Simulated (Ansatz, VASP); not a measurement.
One calculation of Ag, two programs

INCAR

```
PREC = Accurate ; ENCUT = 520
EDIFF = 1E-7 ; ISMEAR = -1
SIGMA = 0.08 ; LREAL = False
LASPH = True ; NELM = 100
ALGO = Normal ; ISIF = 2
LWAVE = False ; LCHARG = False
GGA = PE ; NBANDS = 12
```

The input KPOINTS:

```
Automatic mesh
0
Gamma
  15 15 14
```

Contents of POSCAR:

```
Ag
1.0
    2.2711012903      0.0000000000      0.0000000000
   -1.1355506451      1.9668314120      0.0000000000
    0.0000000000      0.0000000000      2.1745238835
Ag
1
Direct
    0.0000000000      0.0000000000      0.0000000000
```

Input for Ansatz:

```yaml
crystal:
  lattice:
    - [2.2711012903, 0.0, 0.0]
    - [-1.1355506451, 1.966831412, 0.0]
    - [0.0, 0.0, 2.1745238835]
  atoms:
    - { symbol: Ag, position: [0.0, 0.0, 0.0] }
kpoints:
  mp_grid: { grid: [15, 15, 14] }
scf:
  occupations: { method: fermi_dirac, width: 0.08 }
hamiltonian:
  xc: pbe
  pseudopotentials: { kind: all_electron, lapw: { basis_error: 0.001 } }
output:
  forces: true
  stress: true
  eigenvalues: true
  populations: true
```

Change from the starting cell: volume scaled by 0.5, LAPW.

Alike in both runs: task single point; functional PBE; k mesh 15 × 15 × 14; occupations fermi-dirac, width 0.08 eV; no spin polarisation.

|  | VASP | Ansatz |
| --- | --- | --- |
| version | VASP 6.6.1 | Ansatz 0.2.0 |
| potentials or method | VASP PAW PBE potentials, release 64 (Ag) | all-electron LAPW, scalar-relativistic |
| plane-wave cutoff (eV) | 520 | see its input |

```tsv
	VASP	Ansatz	Ansatz less VASP
pressure (GPa)	358.8	361.6	+2.79
largest component of the traceless stress (GPa)	2.28	0.31	-1.965
```

Ansatz ran all-electron here, so the differences hold the error of VASP's frozen core and of both bases.

Caveats: the cell as given lies far from equilibrium; so large a pressure means that the cell lies far from this level's equilibrium, or that cutoff or potentials fall short (VASP).
